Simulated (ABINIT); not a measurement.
Input of an ABINIT 10.8.3 (patched build) run:

The input run.abi:

```
# Pseudopotentials
pp_dirpath "./"
pseudos "Cd.upf, S.upf"

# Structure
acell 3*1.0 Angstrom
rprim
     4.1500000000     0.0000000000     0.0000000000
    -2.0750000000     3.5940054257     0.0000000000
     0.0000000000     0.0000000000     6.7370000000
ntypat 2
znucl 48 16
natom 4
typat 1 1 2 2
chkprim 0
chksymtnons 0
tolsym 1.0e-6
xred
            2/3            1/3            1/2
            1/3            2/3            0.0
            2/3            1/3            7/8
            1/3            2/3            3/8

# Plane-wave basis
ecut 47.0
ecutsm 0.5

# k points
kptopt 1
ngkpt 5 5 3
nshiftk 1
shiftk 0.0 0.0 0.0

# Exchange and correlation
ixc 7

# Bands and occupations
nband 32
occopt 3
tsmear 0.05 eV

# SCF cycle
nstep 80
tolvrs 1.0e-12

# Output
iomode 3
prteig 0
prtebands 0
prtwf 0
prtden 0

# Relaxation
ionmov 22
optcell 2
ntime 50
tolmxf 2.0e-5
dilatmx 1.08
```

Potentials or basis: PseudoDojo NC SR LDA v0.4.1 standard.

Launch:

```console
$ abinit run.abi > log 2>&1
```

Q: What does it give for the band gap on the k mesh?

A: 1.02 eV, direct.

Caveat: an odd mesh through Γ misses points on the zone boundary, where band edges often lie.
